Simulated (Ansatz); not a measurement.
The system is Pt.

```
Pt
1.0
     0.00000    1.96090    1.96090
     1.96090    0.00000    1.96090
     1.96090    1.96090    0.00000
Pt
1
Direct
  0.00000 0.00000 0.00000
```

* Program: Ansatz 0.2.0
* Task: relaxation of cell and atoms
* Functional: PBE
* Potentials or basis: Ansatz PAW
* Cutoff: 420 eV (not typed: the program's choice for these potentials)
* k mesh: 12 × 12 × 12
* Occupations: fermi-dirac, width 0.05 eV
* Spin: no spin polarisation

At the start: volume 15.08 Å³/atom.

Q: Where does the relaxation end?

A: It ends after 5 steps and the volume is 15.66 Å³/atom (+3.8 %); space group Fm-3m (No. 225, to 0.05 Å).

The path:
```tsv
step	energy change (eV)	largest force (eV/Å)	volume (Å³)
1	0.0000	0.0000	15.08
2	-0.0171	0.0000	15.74
3	-0.0174	0.0000	15.66
4	-0.0174	0.0000	15.66
5	-0.0177	0.0000	15.66
```

Final structure:
```cif
data_structure
_symmetry_space_group_name_H-M 'P 1'
_symmetry_Int_Tables_number 1
_cell_length_a 2.8080
_cell_length_b 2.8080
_cell_length_c 2.8080
_cell_angle_alpha 60.000
_cell_angle_beta 60.000
_cell_angle_gamma 60.000
_cell_volume 15.66
loop_
_atom_site_label
_atom_site_type_symbol
_atom_site_fract_x
_atom_site_fract_y
_atom_site_fract_z
_atom_site_occupancy
Pt1 Pt 0.00000 0.00000 0.00000 1
```

Caveat: the plane-wave basis is chosen anew once the cell has moved, so the energies of steps on either side of that aren't comparable.
